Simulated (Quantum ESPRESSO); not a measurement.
# TiSi2 (P6/mmm) in Quantum ESPRESSO: convergence with k mesh

Aim: find how far k mesh must go before the results for TiSi2 settle, at r2SCAN. This setting moves, with any that are tied to it; all else stays.

Program: Quantum ESPRESSO 7.5. These are calculated values, not measurements. Logs are shortened: lines on timing, memory, paths and dates and some standing lists are left out, and cuts for length are marked.

### 1 The crystal as given

It takes space group P6/mmm (No. 191, hexagonal). Conventional cell: a = 4.375 Å, b = 4.375 Å, c = 2.561 Å, α = 90.00°, β = 90.00°, γ = 120.00°. Ti (site symmetry 6/mmm) is surrounded by 2 Ti at 2.56 Å and 12 Si at 2.83 Å. Around Si (site symmetry -6m2) lie 5 Si at 2.53 to 2.56 Å and 6 Ti at 2.83 Å.

The cell was built by a generator and needn't be a form met in nature.

### 2 With k mesh 1 × 1 × 2

Input file pw.in:

```
&CONTROL
  calculation = 'scf'
  prefix = 'pwscf'
  outdir = './tmp'
  pseudo_dir = './pseudo'
  tprnfor = .true.
  tstress = .true.
  disk_io = 'nowf'
/
&SYSTEM
  ibrav = 0
  nat = 3
  ntyp = 2
  ecutwfc = 70
  nbnd = 16
  input_dft = 'r2scan'
  occupations = 'smearing'
  smearing = 'fd'
  degauss = 0.00999582
  nosym = .true.
/
&ELECTRONS
  conv_thr = 1d-08
  electron_maxstep = 120
  mixing_beta = 0.5
/
ATOMIC_SPECIES
Ti    47.8670 Ti_ONCV_PBE-1.2.upf
Si    28.0850 Si_ONCV_PBE-1.2.upf
CELL_PARAMETERS angstrom
   4.3746400000    0.0000000000    0.0000000000
  -2.1873200000    3.7885500000    0.0000000000
   0.0000000000    0.0000000000    2.5610100000
ATOMIC_POSITIONS crystal
Ti     0.0000000000    0.0000000000    0.0000000000
Si     0.3333300000    0.6666700000    0.5000000000
Si     0.6666700000    0.3333300000    0.5000000000
K_POINTS automatic
1 1 2 0 0 0
```

Potentials or basis: SG15 PBE 1.2.

The run is started by

```
OMP_NUM_THREADS=1 pw.x -in pw.in > pw.out
```

pw.out:

```text
This program is part of the open-source Quantum ESPRESSO suite
     for quantum simulation of materials; please cite
         "P. Giannozzi et al., J. Phys.:Condens. Matter 21 395502 (2009);
         "P. Giannozzi et al., J. Phys.:Condens. Matter 29 465901 (2017);
         "P. Giannozzi et al., J. Chem. Phys. 152 154105 (2020);
     in publications or presentations arising from this work. More details at

     IMPORTANT: XC functional enforced from input :
     Exchange-correlation= R2SCAN
                           (   0   0   0   0   0 497 498)
     Any further DFT definition will be discarded
     Please, verify this is what you really want

     G-vector sticks info
     --------------------
     sticks:   dense  smooth     PW     G-vecs:    dense   smooth      PW
     Sum        1309    1309    379                22645    22645    3523

     Using Slab Decomposition

     bravais-lattice index     =            0
     lattice parameter (alat)  =       8.2669  a.u.
     unit-cell volume          =     286.4331 (a.u.)^3
     number of atoms/cell      =            3
     number of atomic types    =            2
     number of electrons       =        20.00
     number of Kohn-Sham states=           16
     kinetic-energy cutoff     =      70.0000  Ry
     charge density cutoff     =     280.0000  Ry
     scf convergence threshold =      1.0E-08
     mixing beta               =       0.5000
     number of iterations used =            8  plain     mixing
     Exchange-correlation= R2SCAN
                           (   0   0   0   0   0 497 498)

     celldm(1)=   8.266871  celldm(2)=   0.000000  celldm(3)=   0.000000
     celldm(4)=   0.000000  celldm(5)=   0.000000  celldm(6)=   0.000000

     crystal axes: (cart. coord. in units of alat)
               a(1) = (   1.000000   0.000000   0.000000 )
               a(2) = (  -0.500000   0.866026   0.000000 )
               a(3) = (   0.000000   0.000000   0.585422 )

     reciprocal axes: (cart. coord. in units 2 pi/alat)
[... 38 lines left out ...]

     number of k points=     2  Fermi-Dirac smearing, width (Ry)=  0.0100
                       cart. coord. in units 2pi/alat
        k(    1) = (   0.0000000   0.0000000   0.0000000), wk =   1.0000000
        k(    2) = (   0.0000000   0.0000000  -0.8540849), wk =   1.0000000

     Dense  grid:    22645 G-vectors     FFT dimensions: (  45,  45,  25)

     WARNING: libxc functional with ID  497 depends
      on external parameters: check the user_guide of
      QE if you need to modify them or to check their
      default values.

     WARNING: libxc functional with ID  498 depends
      on external parameters: check the user_guide of
      QE if you need to modify them or to check their
      default values.

     Initial potential from superposition of free atoms

     starting charge      19.7978, renormalised to      20.0000
     Starting wfcs are random

     Self-consistent Calculation

     iteration #  1     ecut=    70.00 Ry     beta= 0.50
     Davidson diagonalization with overlap
     ethr =  1.00E-02,  avg # of iterations = 11.0

     total energy              =    -130.89443796 Ry
     estimated scf accuracy    <      11.95297058 Ry
[... 92 lines left out ...]
     iteration # 15     ecut=    70.00 Ry     beta= 0.50
     Davidson diagonalization with overlap
     ethr =  4.67E-10,  avg # of iterations =  1.5

     End of self-consistent calculation

          k = 0.0000 0.0000 0.0000 (  2785 PWs)   bands (ev):

   -46.8133 -22.1069 -22.1068 -20.7303  -0.9212   7.5422   7.5422   7.6085
    11.7302  11.9829  11.9831  16.2249  16.2250  16.3480  16.3480  19.3231

          k = 0.0000 0.0000-0.8541 (  2796 PWs)   bands (ev):

   -46.6530 -21.9703 -21.9703 -21.8032   4.1782   5.5661  10.8050  10.8051
    12.0337  12.1829  12.1830  12.6677  12.6677  14.6163  18.0109  20.0946

     the Fermi energy is    12.1349 ev

!    total energy              =    -130.97293121 Ry
     estimated scf accuracy    <          1.4E-09 Ry
     smearing contrib. (-TS)   =      -0.03487474 Ry
     internal energy E=F+TS    =    -130.93805647 Ry

     The total energy is F=E-TS. E is the sum of the following terms:
     one-electron contribution =     -47.19401586 Ry
     hartree contribution      =      32.27072967 Ry
     xc contribution           =     -19.38933928 Ry
     ewald contribution        =     -96.62543100 Ry

     convergence has been achieved in  15 iterations

     Forces acting on atoms (cartesian axes, Ry/au):

     atom    1 type  1   force =     0.00000098    0.00000049   -0.00000047
     atom    2 type  2   force =    -0.00004008    0.00002204    0.00000030
     atom    3 type  2   force =     0.00003911   -0.00002253    0.00000017

     Total force =     0.000064     Total SCF correction =     0.000011
     SCF correction compared to forces is large: reduce conv_thr to get better values

     Computing stress (Cartesian axis) and pressure

          total   stress  (Ry/bohr**3)                   (kbar)     P=        6.48
   0.00216301  -0.00000016  -0.00000002          318.19       -0.02       -0.00
  -0.00000016   0.00216282   0.00000000           -0.02      318.16        0.00
  -0.00000002   0.00000000  -0.00419371           -0.00        0.00     -616.92

=------------------------------------------------------------------------------=
   JOB DONE.
=------------------------------------------------------------------------------=
```

Wall time 5 s (1 thread of Arm Neoverse V2, shared host); peak memory 0.06 GiB.

What came out:

* Free energy: -1781.9775 eV
* Pressure: 0.6 GPa
* Band gap on the k mesh: none (metal or under the smearing width)

### 3 With k mesh 2 × 2 × 3

pw.in: that of step 2 with these lines changed.

```diff
@@ -38,2 +38,2 @@
 K_POINTS automatic
-1 1 2 0 0 0
+2 2 3 0 0 0
```

Potentials or basis: SG15 PBE 1.2.

The run is started by

```
OMP_NUM_THREADS=1 pw.x -in pw.in > pw.out
```

It took 17 s on 1 thread of Arm Neoverse V2, shared host; peak memory 0.06 GiB.

What came out:

- Free energy: -1786.0178 eV
- Pressure: -2.1 GPa
- Band gap on the k mesh: none (metal or under the smearing width)

### 4 With k mesh 3 × 3 × 4

pw.in: that of step 3 with these lines changed.

```diff
@@ -38,2 +38,2 @@
 K_POINTS automatic
-2 2 3 0 0 0
+3 3 4 0 0 0
```

The run is started by

```
OMP_NUM_THREADS=1 pw.x -in pw.in > pw.out
```

Wall time 36 s (1 thread of Arm Neoverse V2, shared host); peak memory 0.07 GiB.

Results:

- Free energy: -1785.2172 eV
- Pressure: -2.5 GPa
- Band gap on the k mesh: none (metal or under the smearing width)

### 5 With k mesh 4 × 4 × 6

pw.in: that of step 4 with these lines changed.

```diff
@@ -38,2 +38,2 @@
 K_POINTS automatic
-3 3 4 0 0 0
+4 4 6 0 0 0
```

The run is started by

```
OMP_NUM_THREADS=1 pw.x -in pw.in > pw.out
```

Run time: 98 s. Hardware: 1 thread of Arm Neoverse V2, shared host; peak memory 0.09 GiB.

What came out:

- Free energy: -1785.2692 eV
- Pressure: 0.1 GPa
- Band gap on the k mesh: none (metal or under the smearing width)

### 6 With k mesh 5 × 5 × 8

pw.in: that of step 5 with these lines changed.

```diff
@@ -38,2 +38,2 @@
 K_POINTS automatic
-4 4 6 0 0 0
+5 5 8 0 0 0
```

Potentials or basis: SG15 PBE 1.2.

The run is started by

```
OMP_NUM_THREADS=1 pw.x -in pw.in > pw.out
```

It took 3.8 min on 1 thread of Arm Neoverse V2, shared host; peak memory 0.12 GiB.

It converged, with:

```
Free energy            : -1785.3317 eV
Pressure               : -1.2 GPa
Band gap on the k mesh : none (metal or under the smearing width)
```

### 7 With k mesh 6 × 6 × 9

pw.in: that of step 6 with these lines changed.

```diff
@@ -38,2 +38,2 @@
 K_POINTS automatic
-5 5 8 0 0 0
+6 6 9 0 0 0
```

The run is started by

```
OMP_NUM_THREADS=1 pw.x -in pw.in > pw.out
```

Wall time 5.1 min (1 thread of Arm Neoverse V2, shared host); peak memory 0.17 GiB.

Results (log left out):

```yaml
Free_energy: -1785.2932 eV
Pressure: -0.9 GPa
Band_gap_on_the_k_mesh: none (metal or under the smearing width)
```

### 8 With k mesh 7 × 7 × 10

pw.in: that of step 7 with these lines changed.

```diff
@@ -38,2 +38,2 @@
 K_POINTS automatic
-6 6 9 0 0 0
+7 7 10 0 0 0
```

The run is started by

```
OMP_NUM_THREADS=1 pw.x -in pw.in > pw.out
```

Run time: 8.3 min. Hardware: 1 thread of Arm Neoverse V2, shared host; peak memory 0.23 GiB.

The run converged. Its results:

```yaml
Free_energy: -1785.2735 eV
Pressure: -0.9 GPa
Band_gap_on_the_k_mesh: none (metal or under the smearing width)
```

### 9 With k mesh 8 × 8 × 12

pw.in: that of step 8 with these lines changed.

```diff
@@ -38,2 +38,2 @@
 K_POINTS automatic
-7 7 10 0 0 0
+8 8 12 0 0 0
```

Potentials or basis: SG15 PBE 1.2.

The run is started by

```
OMP_NUM_THREADS=1 pw.x -in pw.in > pw.out
```

It took 9.3 min on 1 thread of Arm Neoverse V2, shared host.

The calculation hadn't finished when its time ran out.

### 10 With k mesh 10 × 10 × 14

pw.in: that of step 9 with these lines changed.

```diff
@@ -38,2 +38,2 @@
 K_POINTS automatic
-8 8 12 0 0 0
+10 10 14 0 0 0
```

The run is started by

```
OMP_NUM_THREADS=1 pw.x -in pw.in > pw.out
```

Wall time 9.3 min (1 thread of Arm Neoverse V2, shared host).

The run was cut off at its time limit.

### 11 Result

| k mesh | energy less the tightest run, at zero smearing (meV/atom) | pressure (GPa) | SCF cycles | CPU time (s) | peak memory (GiB) |
| --- | --- | --- | --- | --- | --- |
| 1 × 1 × 2 | 1159.71 | 0.65 | 15 | 5 | 0.06 |
| 2 × 2 × 3 | -248.64 | -2.11 | 13 | 17 | 0.06 |
| 3 × 3 × 4 | 11.42 | -2.48 | 11 | 36 | 0.07 |
| 4 × 4 × 6 | 1.64 | 0.07 | 11 | 98 | 0.09 |
| 5 × 5 × 8 | -23.64 | -1.21 | 14 | 230 | 0.12 |
| 6 × 6 × 9 | -9.15 | -0.89 | 11 | 310 | 0.17 |
| 7 × 7 × 10 | 0.00 | -0.90 | 13 | 500 | 0.23 |
| 8 × 8 × 12 | timed out after 560 s | - | - | - | - |
| 10 × 10 × 14 | timed out after 560 s | - | - | - | - |

Against the tightest run, the pressure stays within 0.1 GPa from 6 × 6 × 9 on. Not settled before the last step: the energy (to 1 meV/atom). Meshes of other sizes hit other points, so gaps and Fermi surfaces needn't settle smoothly. The tightest run that finished is the yardstick and may itself not be fully converged.

Caveats: the potentials were made for another functional, which shifts forces and pressure.
